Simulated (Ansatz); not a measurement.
SrF$_{2}$ (fluorite, space group No. 225), a = 5.7904 Å, b = 5.7904 Å, c = 5.7904 Å, α = 90.00°, β = 90.00°, γ = 90.00°; the cell used has 3 atoms.

Relaxed with r²SCAN. r²SCAN (plane waves, PAW; program Ansatz) gives a gap of 7.60 eV.

Q: What gap does HSE06 give on the same cell (Ansatz, PAW)?

A: 9.02 eV, 1.42 eV more. The hybrid was solved on a coarser mesh and at special points; its gap is the smallest among all of these.

```tsv
k	v1 r²SCAN	c1 r²SCAN	v1 HSE06	c1 HSE06
Γ	-0.10	7.60	-0.10	9.02
X	0.00	8.73	(withheld)	(withheld)
L	-0.43	10.71	(withheld)	(withheld)
W	-0.07	9.05	(withheld)	(withheld)
K	-0.07	9.01	(withheld)	(withheld)
```

Q: Top valence (v1) and lowest conduction level (c1) in eV from each method's valence maximum (which need not be a listed point): supply the withheld HSE06 values.

A: 
- X, v1 HSE06: 0.00
- X, c1 HSE06: 10.29
- W, v1 HSE06: -0.07
- W, c1 HSE06: 10.62
- L, v1 HSE06: -0.44
- L, c1 HSE06: 12.33
- K, v1 HSE06: -0.07
- K, c1 HSE06: 10.58

Cost on shared cores: the r²SCAN run (SCF on a 8×8×8 mesh, then bands and DOS) about 11 core-seconds (a rough figure), the HSE06 run (SCF on 6×6×6, then a few points) roughly 60 core-seconds; the tasks are unlike.

Space group Fm-3m (fluorite). Symmetry was held in the r²SCAN relaxation; phonons on a q-mesh show no instability. Scalar-relativistic: spin–orbit coupling is off unless named, which matters more the heavier the elements.

Potentials: the later of the program's two PAW sets.
